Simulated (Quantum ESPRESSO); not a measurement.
Crystal: AgCl (Chlorargyrite).

```
CELL_PARAMETERS angstrom
0.00000 2.73500 2.73500
2.73500 0.00000 2.73500
2.73500 2.73500 0.00000
ATOMIC_POSITIONS crystal
Ag 0.00000 0.00000 0.00000
Cl 0.50000 0.50000 0.50000
```

Base run:

| Quantity | Value |
| --- | --- |
| Program | Quantum ESPRESSO 7.5 |
| Functional | SCAN |
| Potentials or basis | SG15 PBE 1.2 |
| Cutoff | 952 eV |
| Density cutoff | 3810 eV |
| k mesh | 6 × 6 × 6 |
| Occupations | fermi-dirac, width 0.05 eV |
| Spin | no spin polarisation |

Its results: band gap on the k mesh 1.35 eV, indirect (least direct gap 3.89 eV); pressure 2.2 GPa.

Q: After a change of settings the same cell gave: band gap on the k mesh 1.03 eV, indirect (least direct gap 3.55 eV); pressure 3.1 GPa. Which change was it?
A. functional from SCAN to TPSS
B. functional from SCAN to AM05; k mesh from 6 × 6 × 6 to 8 × 8 × 8
C. functional from SCAN to RPBE; k mesh from 6 × 6 × 6 to 8 × 8 × 8
D. functional from SCAN to r2SCAN

A: A.

Caveats: the potentials were made for another functional, which shifts forces and pressure; this potential file gives levels or pressures that part from those of other sets.

Runs at the PBE level aren't shown here.
